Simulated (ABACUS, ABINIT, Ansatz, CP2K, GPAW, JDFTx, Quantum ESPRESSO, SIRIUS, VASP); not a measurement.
## Zn: programs and potentials compared

```
Zn
1.0
     2.67000    0.00000    0.00000
    -1.33500    2.31229    0.00000
     0.00000    0.00000    4.96600
Zn
2
Direct
  0.66667 0.33333 0.75000
  0.33333 0.66667 0.25000
```

Alike in all runs: task single point; functional PBEsol; k mesh 11 × 11 × 6; occupations fermi-dirac, width 0.05 eV; no spin polarisation; no spin-orbit coupling. Pressure is positive in compression and, in plane waves, holds the error of the finite cutoff.

```csv
program and potentials,plane-wave cutoff (eV),notes,pressure (GPa)
"JDFTx, PseudoDojo-SR-PBEsol-0.4.1-standard with smoothed tails",1143,20 valence electrons an atom on average,-5.78
"SIRIUS, PseudoDojo 0.4.1 PBEsol standard (scalar relativistic)",1152,20 valence electrons an atom on average,-5.78
"ABACUS, PseudoDojo NC SR 0.4.1 PBEsol standard, plane waves",1143,20 valence electrons an atom on average,-5.70
"GPAW, PAW data sets generated for this functional",600,12 valence electrons an atom on average,?
"ABINIT, PseudoDojo NC SR PBEsol v0.4.1 standard",1143,20 valence electrons an atom on average,-5.78
"CP2K, POTENTIAL_UZH Zn GTH-PBE-q12; TZVP-MOLOPT-PBE-GTH basis",-,atomic basis; potentials made for PBE; 12 valence electrons an atom on average,-5.29
"VASP, PBE PAW files Zn, 520 eV",520,potentials made for PBE; 12 valence electrons an atom on average,-5.30
"Ansatz, all-electron LAPW, scalar-relativistic",-,-,-5.62
"Quantum ESPRESSO, GBRV 1.5 PBEsol",762,20 valence electrons an atom on average,-5.63
```

Q: Estimate from the other rows what the run with GPAW, PAW data sets generated for this functional gave.

A: Pressure -5.80 GPa. The other rows, which needn't bracket it: pressure -5.78 to -5.29.
